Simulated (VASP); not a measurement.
# TePb (Fm-3m) in VASP: settings compared

One crystal, TePb, is run at these levels: r2SCAN0, PBE; tasks: relaxation of cell and atoms, single point.

All numbers are computed with VASP 6.6.1; they aren't measurements. Logs are shortened: lines on timing, memory, paths and dates and some standing lists are left out, and cuts for length are marked.

## Step 1: The crystal as given

Symmetry: Fm-3m, No. 225, cubic system. Conventional cell: a = 6.462 Å, b = 6.462 Å, c = 6.462 Å, α = 90.00°, β = 90.00°, γ = 90.00°. Around Pb (site symmetry m-3m) lie 6 Te at 3.23 Å. Te (site symmetry m-3m) has 6 Pb at 3.23 Å as nearest neighbours.

## Step 2: Relaxation of cell and atoms, r2SCAN0

The input, POSCAR:

```
TePb
1.0
    0.0000000000      3.2310000000      3.2310000000
    3.2310000000      0.0000000000      3.2310000000
    3.2310000000      3.2310000000      0.0000000000
Pb Te
1 1
Direct
    0.0000000000      0.0000000000      0.0000000000
    0.5000000000      0.5000000000      0.5000000000
```

The input, INCAR.step1:

```
SYSTEM = TePb
  PREC = Accurate
  ENCUT = 600
  EDIFF = 1E-5
  ISMEAR = -1
  SIGMA = 0.05
  LREAL = .FALSE.
  LASPH = .TRUE.
  NELM = 100
  ALGO = Normal
  LWAVE = .TRUE.
  LCHARG = .FALSE.
  GGA = PE
```

The input, INCAR.step2:

```
SYSTEM = TePb
  PREC = Accurate
  ENCUT = 600
  EDIFF = 1E-6
  ISMEAR = -1
  SIGMA = 0.05
  LREAL = .FALSE.
  LASPH = .TRUE.
  NELM = 100
  ALGO = Normal
  ISIF = 3
  LWAVE = .FALSE.
  LCHARG = .FALSE.
  METAGGA = R2SCAN
  LHFCALC = .TRUE.
  AEXX = 0.25
  LMIXTAU = .TRUE.
  PRECFOCK = Fast
  IBRION = 2
  NSW = 40
  EDIFFG = -0.01
  ISTART = 1
```

The input, KPOINTS:

```
Automatic mesh
0
G
  4 4 4
  0 0 0
```

Potentials or basis: VASP PAW PBE potentials, release 64 (Pb_d, Te).

Started as:

```
$ cat potpaw_PBE.64/Pb_d/POTCAR potpaw_PBE.64/Te/POTCAR > POTCAR
$ cp INCAR.step1 INCAR
$ mpirun -np 1 vasp_std > vasp.out
$ cp INCAR.step2 INCAR
$ mpirun -np 1 vasp_std > vasp.out
```

OUTCAR:

```text
SYSTEM = TePb
   PREC = Accurate
   ENCUT = 600
   EDIFF = 1E-6
   ISMEAR = -1
   LREAL = .FALSE.
   LASPH = .TRUE.
   NELM = 100
   ISIF = 3
   METAGGA = R2SCAN
   LHFCALC = .TRUE.
   AEXX = 0.25
   PRECFOCK = Fast
   IBRION = 2
   NSW = 40
   EDIFFG = -0.01
   ISTART = 1

 ion  position               nearest neighbor table
   1  0.000  0.000  0.000-   2 3.23   2 3.23   2 3.23   2 3.23   2 3.23   2 3.23
   2  0.500  0.500  0.500-   1 3.23   1 3.23   1 3.23   1 3.23   1 3.23   1 3.23

  LATTYP: Found a face centered cubic cell.
 ALAT       =     6.4620000000

  Lattice vectors:

 A1 = (   0.0000000000,   3.2310000000,   3.2310000000)
 A2 = (   3.2310000000,   0.0000000000,   3.2310000000)
 A3 = (   3.2310000000,   3.2310000000,   0.0000000000)

Analysis of symmetry for initial positions (statically):
=====================================================================
 Subroutine PRICEL returns:
 Original cell was already a primitive cell.

 Routine SETGRP: Setting up the symmetry group for a
 face centered cubic supercell.

 Subroutine GETGRP returns: Found 48 space group operations
 (whereof 48 operations were pure point group operations)
 out of a pool of 48 trial point group operations.

The static configuration has the point symmetry O_h .

Analysis of symmetry for dynamics (positions and initial velocities):
=====================================================================
 Subroutine PRICEL returns:
 Original cell was already a primitive cell.

 Routine SETGRP: Setting up the symmetry group for a
 face centered cubic supercell.

 Subroutine GETGRP returns: Found 48 space group operations
 (whereof 48 operations were pure point group operations)
 out of a pool of 48 trial point group operations.

The dynamic configuration has the point symmetry O_h .

 Subroutine INISYM returns: Found 48 space group operations
 (whereof 48 operations are pure point group operations),
 and found     1 'primitive' translations

----------------------------------------------------------------------------------------

                                     Primitive cell

  volume of cell :      67.4592

  direct lattice vectors                    reciprocal lattice vectors
     0.000000000  3.231000000  3.231000000    -0.154750851  0.154750851  0.154750851
     3.231000000  0.000000000  3.231000000     0.154750851 -0.154750851  0.154750851
     3.231000000  3.231000000  0.000000000     0.154750851  0.154750851 -0.154750851

  length of vectors
     4.569324020  4.569324020  4.569324020     0.268036337  0.268036337  0.268036337

  position of ions in fractional coordinates (direct lattice)
     0.000000000  0.000000000  0.000000000
     0.500000000  0.500000000  0.500000000

  ion indices of the primitive-cell ions
   primitive index   ion index
                 1           1
                 2           2

----------------------------------------------------------------------------------------

 KPOINTS: Automatic mesh

Automatic generation of k-mesh.
 Grid dimensions read from file:
 generate k-points for:    4    4    4

 Generating k-lattice:

  Cartesian coordinates                     Fractional coordinates (reciprocal lattice)
    -0.038687713  0.038687713  0.038687713     0.250000000  0.000000000  0.000000000
     0.038687713 -0.038687713  0.038687713     0.000000000  0.250000000  0.000000000
     0.038687713  0.038687713 -0.038687713     0.000000000  0.000000000  0.250000000

  Length of vectors
     0.067009084  0.067009084  0.067009084

  Shift w.r.t. Gamma in fractional coordinates (k-lattice)
     0.000000000  0.000000000  0.000000000

 Subroutine IBZKPT returns following result:
 ===========================================

 Found      8 irreducible k-points:

 Following reciprocal coordinates:
            Coordinates               Weight
  0.000000  0.000000  0.000000      1.000000
  0.250000  0.000000  0.000000      8.000000
  0.500000  0.000000  0.000000      4.000000
  0.250000  0.250000  0.000000      6.000000
  0.500000  0.250000  0.000000     24.000000
 -0.250000  0.250000  0.000000     12.000000
  0.500000  0.500000  0.000000      3.000000
 -0.250000  0.500000  0.250000      6.000000
   k-points           NKPTS =      8   k-points in BZ     NKDIM =     64   number of bands    NBANDS=     14
   number of dos      NEDOS =    301   number of ions     NIONS =      2
   total plane-waves  NPLWV =  64000
   dimension x,y,z NGX =    40 NGY =   40 NGZ =   40
   dimension x,y,z NGXF=    80 NGYF=   80 NGZF=   80
   ions per type =               1   1
   NGX,Y,Z   is equivalent  to a cutoff of  14.55, 14.55, 14.55 a.u.
   NGXF,Y,Z  is equivalent  to a cutoff of  29.11, 29.11, 29.11 a.u.
 SYSTEM =  TePb
   PREC   = accura    normal or accurate (medium, high low for compatibility)
   ISTART =      1    job   : 0-new  1-cont  2-samecut
   ICHARG =      0    charge: 1-file 2-atom 10-const
   ISPIN  =      1    spin polarized calculation?
   LNONCOLLINEAR =      F non collinear calculations
   LSORBIT =      F    spin-orbit coupling
   LASPH  =      T    aspherical Exc in radial PAW
   ENCUT  =  600.0 eV  44.10 Ry    6.64 a.u.   9.13  9.13  9.13*2*pi/ulx,y,z
   NELM   =    100;   NELMIN=  2; NELMDL=  0     # of ELM steps
   EDIFF  = 0.1E-05   stopping-criterion for ELM
   LREAL  =      F    real-space projection
   EDIFFG = -.1E-01   stopping-criterion for IOM
   NSW    =     40    number of steps for IOM
   IBRION =      2    ionic relax: 0-MD 1-quasi-New 2-CG
   NFREE  =      1    steps in history (QN), initial steepest desc. (CG)
   ISIF   =      3    stress and relaxation
   ISYM   =      3    0-nonsym 1-usesym 2-fastsym
   POTIM  = 0.5000    time-step for ionic-motion
   TEBEG  =    0.0;   TEEND  =   0.0 temperature during run
   PSTRESS=    0.0 pullay stress
   NELECT =      20.0000    total number of electrons
   NUPDOWN=      -1.0000    fix difference up-down
   EMIN   =  10.00;   EMAX   =-10.00  energy-range for DOS
   EFERMI =   0.00;   METHOD = LEGACY
   ISMEAR =    -1;   SIGMA  =   0.05  broadening in eV -4-tet -1-fermi 0-gaus
   EFERMI_NEDOS =   21; number of points for ismear=-14 and -15
   IALGO  =     38    algorithm
   IMIX   =      1    mixing-type and parameters
     AMIX     =   0.40;   BMIX     =  1.00
     AMIX_MAG =   1.60;   BMIX_MAG =  1.00
  volume/ion in A,a.u.               =      33.73       227.62
  Fermi-wavevector in a.u.,A,eV,Ry     =   1.091619  2.062861 16.213147  1.191633
  Thomas-Fermi vector in A             =   2.227868
   LORBIT       =      0    0 simple, 1 ext, 2 COOP (PROOUT), +10 PAW based schemes
   METAGGA = R2SCAN    functional components
   LHFCALC =     T    Hartree Fock is set to
   PRECFOCK=fast      Normal, Fast or Accurate (Low or Medium for compatibility)
   ENCUT4O =  -1.0   cutoff for four orbital integrals eV
   NKREDX  =     1    reduce k-point grid by
   NKREDY  =     1    reduce k-point grid by
   NKREDZ  =     1    reduce k-point grid by
   AEXX    =    0.2500 exact exchange contribution
   HFSCREEN=    0.0000 screening length (either q_TF or 0.3 A-1)
   HFSCREENC=   0.0000 screening length for correlation (either q_TF or 0.3 A-1)
   ENCUTFOCK=  -1.0 apply spherical cutoff to Coloumb kernel
   IVDW    =     0    specifies the selected vdW correction
   LEPSILON=     F    determine dielectric tensor
   LRPA    =     F    only Hartree local field effects (RPA)
 conjugate gradient relaxation of ions
 non-spin polarized calculation
  energy-cutoff  :      600.00
  volume of cell :       67.46
 maximum number of plane-waves:      2272
 NGX is ok and might be reduce to    40
  NGX = 20; NGY = 20; NGZ = 20

--------------------------------------- Ionic step        1  -------------------------------------------

 number of electron      19.9999998 magnetization

 Free energy of the ion-electron system (eV)
  ---------------------------------------------------
  ext. energy  EPLUGINS =         0.00000000
  ---------------------------------------------------
  free energy    TOTEN  =       -66.84804200 eV

  energy without entropy =      -66.84804200  energy(sigma->0) =      -66.84804200

------------------------ aborting loop because EDIFF is reached ----------------------------------------

  FORCE on cell =-STRESS in cart. coord.  units (eV):
  Direction    XX          YY          ZZ          XY          YZ          ZX
  --------------------------------------------------------------------------------------
  -------------------------------------------------------------------------------------
  Total        0.3062456      0.3062456      0.3062456     -0.0000000      0.0000000     -0.0000000
  in kB        7.2734353      7.2734353      7.2734353     -0.0000000      0.0000000     -0.0000000
  external PRESSURE =       7.2734353 kB  Pullay stress =       0.0000000 kB
[... 93 lines left out ...]
  energy  without entropy=      -66.8505835566  energy(sigma->0) =      -66.85058356

--------------------------------------- Ionic step        4  -------------------------------------------

 number of electron      19.9999999 magnetization

 Free energy of the ion-electron system (eV)
  ---------------------------------------------------
  ext. energy  EPLUGINS =         0.00000000
  ---------------------------------------------------
  free energy    TOTEN  =       -66.85058601 eV

  energy without entropy =      -66.85058601  energy(sigma->0) =      -66.85058601

 E-fermi :   5.7106     XC(G=0):  -7.6318

 val. band max:        4.7286818954   @ k =   0.5000   0.0000   0.0000
 cond. band min:       6.7063972899   @ k =   0.5000   0.0000   0.0000
 fundamental gap:      1.9777153946
 Fermi energy:         5.7105571832

 k-point     1 :       0.0000    0.0000    0.0000
  band No.  band energies     occupation
      1     -14.3146      2.00000
      2     -14.3146      2.00000
      3     -14.2948      2.00000
      4     -14.2948      2.00000
      5     -14.2948      2.00000
      6      -8.8189      2.00000
      7      -1.3537      2.00000
      8       3.0835      2.00000
      9       3.0835      2.00000
     10       3.0835      2.00000
     11      10.3662      0.00000
     12      10.3662      0.00000
     13      10.3662      0.00000
     14      12.1158      0.00000
[... 146 lines left out ...]
  FREE ENERGIE OF THE ION-ELECTRON SYSTEM (eV)
  ---------------------------------------------------
  free  energy   TOTEN  =       -66.8505860121 eV

  energy  without entropy=      -66.8505860114  energy(sigma->0) =      -66.85058601

 reached required accuracy - stopping structural energy minimisation
```

Run time: 19 min. Hardware: 1 thread of Intel Xeon Platinum 8488C (Sapphire Rapids), shared host; peak memory 0.27 GiB.

What came out:

```yaml
Free_energy: -66.8506 eV
Relaxed_volume: 34.26 Å³/atom
Relaxed_cell: a = 4.593 Å, b = 4.593 Å, c = 4.593 Å, α = 60.00°, β = 60.00°, γ = 60.00°
Space_group_after_relaxing_to_0.05_Å: Fm-3m (No. 225)
Energy_gained_by_relaxing: 1.3 meV/atom
Ionic_steps: 4
Pressure_after_relaxing: 0.0 GPa
Band_gap_on_the_k_mesh: 1.98 eV, direct
```

The path:
| step | energy change (eV) | largest force (eV/Å) | pressure (GPa) | volume (Å³) |
| --- | --- | --- | --- | --- |
| 1 | 0.0000 | 0.0000 | 0.73 | 67.46 |
| 2 | -0.0022 | 0.0000 | -0.15 | 68.97 |
| 3 | -0.0025 | 0.0000 | -0.06 | 68.61 |
| 4 | -0.0025 | 0.0000 | -0.04 | 68.52 |

Final structure:
```cif
data_structure
_symmetry_space_group_name_H-M 'P 1'
_symmetry_Int_Tables_number 1
_cell_length_a 4.5932
_cell_length_b 4.5932
_cell_length_c 4.5932
_cell_angle_alpha 60.000
_cell_angle_beta 60.000
_cell_angle_gamma 60.000
_cell_volume 68.52
loop_
_atom_site_label
_atom_site_type_symbol
_atom_site_fract_x
_atom_site_fract_y
_atom_site_fract_z
_atom_site_occupancy
Pb1 Pb 0.00000 0.00000 0.00000 1
Te1 Te 0.50000 0.50000 0.50000 1
```

Caveat: the k mesh is coarse (spacing up to 0.42 Å⁻¹), so the values aren't converged, least of all with exact exchange; the PAW data sets were made with another functional, which shifts forces and pressure a little; spin-orbit coupling is left out, which as a rule narrows the gap of such compounds by several tenths of an eV.

## Step 3: Single point, PBE

The input, INCAR:

```
ALGO     = Fast           # electronic algorithm
EDIFF    = 1E-7           # SCF threshold, eV
ENCUT    = 450            # plane-wave cutoff, eV
GGA      = PE             # functional
ISIF     = 2              # what is computed and relaxed
ISMEAR   = 0              # smearing method
LASPH    = True           # aspherical terms in the spheres
LCHARG   = False          # write CHGCAR
LREAL    = False          # projectors in reciprocal space
LWAVE    = False          # write WAVECAR
NBANDS   = 18             # bands
NELM     = 80             # most SCF steps
PREC     = Accurate       # precision mode
SIGMA    = 0.02           # smearing width, eV
```

The input, KPOINTS:

```
k-points
0
Gamma
  4 4 4
```

POSCAR is that of step 2.

Potentials or basis: VASP PAW PBE potentials, release 64 (Pb_d_GW, Te_GW).

Started as:

```
$ cat potpaw_PBE.64/Pb_d_GW/POTCAR potpaw_PBE.64/Te_GW/POTCAR > POTCAR
$ mpirun -np 1 vasp_std > vasp.out
```

Wall time 11 s (1 thread of AMD EPYC 9R14 (Zen 4), shared host); peak memory 0.15 GiB.

It converged, with:

- Free energy: -7.4917 eV
- Pressure: 2.0 GPa
- Band gap on the k mesh: 0.73 eV, direct

Levels at points of the mesh, in eV from the valence-band top:
| k point | band 8 | band 9 | band 10 | band 11 | band 12 | band 13 | band 14 | band 15 |
| --- | --- | --- | --- | --- | --- | --- | --- | --- |
| (0.00, 0.00, 0.00) | -5.60 | -1.35 | -1.35 | -1.35 | 4.08 | 4.08 | 4.08 | 5.82 |
| (0.50, 0.00, 0.00) | -8.59 | -0.89 | -0.89 | 0.00 | 0.73 | 1.27 | 1.27 | 8.39 |
| (0.50, 0.50, 0.00) | -7.30 | -4.50 | -2.80 | -2.80 | 3.30 | 5.47 | 5.47 | 6.70 |

Caveat: the k mesh is coarse (spacing up to 0.42 Å⁻¹), so the values aren't converged; spin-orbit coupling is left out, which as a rule narrows the gap of such compounds by several tenths of an eV. A k mesh can miss the band edges.
